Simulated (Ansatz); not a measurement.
Problem. Write an Ansatz input for a full relaxation of cell and atoms of Fe with PBE (scalar-relativistic), a cutoff of 420 eV (density cutoff 4 times that), a Γ-centred 8×8×6 mesh and Gaussian smearing of 0.05 eV, with collinear spin, starting moments 2.50, 2.50 μB on the atoms in order. Stop at forces under 0.03 eV/Å and stress under 0.3 GPa, or after 60 steps. Forces, stress and eigenvalues are wanted, and also Löwdin populations. The structure:
```
Fe
1.0
     2.5567053001    0.0000000000    0.0000000000
    -1.2783526500    2.2141717398    0.0000000000
     0.0000000000    0.0000000000    4.1759519901
Fe
2
Direct
  0.3333333333 0.6666666667 0.7500000000
  0.6666666667 0.3333333333 0.2500000000
```

Solution. 
```yaml
crystal:
  lattice:
    - [2.5567053001, 0.0, 0.0]
    - [-1.27835265, 2.2141717398, 0.0]
    - [0.0, 0.0, 4.1759519901]
  atoms:
    - { symbol: Fe, position: [0.3333333333, 0.6666666667, 0.75], spin: 2.5 }
    - { symbol: Fe, position: [0.6666666667, 0.3333333333, 0.25], spin: 2.5 }
basis:
  ecutwfc: 420
  ecutrho_ratio: 4
kpoints:
  mp_grid: { grid: [8, 8, 6] }
hamiltonian:
  xc: pbe
scf:
  occupations: { method: gaussian, width: 0.05 }
output:
  forces: true
  stress: true
  eigenvalues: true
  populations: true
magnetization:
  spin_polarized: true
relax:
  f_tol: 0.03
  max_steps: 60
  cell: { stress_tol: 0.3 }
```

Run as written, it has 32 valence electrons, 513 plane waves at Γ (in the final cell), 24 symmetry operations and 40 irreducible k-points; it took 49 SCF iterations in all. 

At room temperature and ambient pressure Fe is bcc.
